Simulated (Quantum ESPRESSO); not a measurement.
**RuS2 (Laurite) under changes of volume**

One of the cells (14.718 Å³/atom); the others are scaled copies at fixed shape and fractional positions:

```xyz
12
Lattice="5.6106 0.0000 0.0000 0.0000 5.6106 0.0000 0.0000 0.0000 5.6106" Properties=species:S:1:pos:R:3 pbc="T T T"
Ru    0.0000    2.8053    2.8053
Ru    2.8053    2.8053    0.0000
Ru    2.8053    0.0000    2.8053
Ru    0.0000    0.0000    0.0000
S     2.1787    0.6266    4.9840
S     0.6266    4.9840    2.1787
S     4.9840    2.1787    0.6266
S     3.4319    3.4319    3.4319
S     3.4319    4.9840    0.6266
S     4.9840    0.6266    3.4319
S     0.6266    3.4319    4.9840
S     2.1787    2.1787    2.1787
```

```yaml
Program: Quantum ESPRESSO 7.5
Functional: PBE
Potentials_or_basis: SSSP 1.3 efficiency PBE
Cutoff: 816 eV
Density_cutoff: 5987 eV
k_mesh: 5 × 5 × 5
Occupations: fermi-dirac, width 0.05 eV
Spin: no spin polarisation
```

| volume (Å³/atom) | energy over the lowest point (meV/atom) | pressure (GPa) | gap on the mesh (eV) |
| --- | --- | --- | --- |
| 13.835 | 58.74 | 17.2 | 0.74 |
| 14.129 | 31.76 | 12.1 | 0.75 |
| 14.424 | ? | ? | ? |
| 14.718 | 3.29 | 3.6 | 0.76 |
| 15.012 | 0.00 | 0.0 | 0.77 |
| 15.307 | 2.94 | -3.2 | 0.77 |
| 15.601 | 11.43 | -6.1 | 0.77 |

**Question.** What does the run at 14.424 Å³/atom give?

**Answer.** Energy over the lowest point 13.59 meV/atom; pressure 7.6 GPa; gap on the mesh 0.76 eV.

Worked out: A Birch-Murnaghan fit of order 3 (a polynomial in V^(-2/3)) to the other rows has its minimum at 15.01 Å³/atom with B0 = V·E''(V) = 173 GPa and B' = 4.9 at fixed shape and positions, which overstates the stiffness. It gives 13.56 meV/atom at 14.424 Å³/atom, against the run's 13.59, and -dE/dV = 7.7 GPa, against 7.6. A straight line through the other rows of the gap, of slope 0.261 eV per unit of ln V, gives 0.75 eV, against the run's 0.76.

Energies are extrapolated to zero smearing.

Caveats: an odd mesh through Γ misses points on the zone boundary, where band edges often lie. Spin-orbit coupling on Ru is left out.
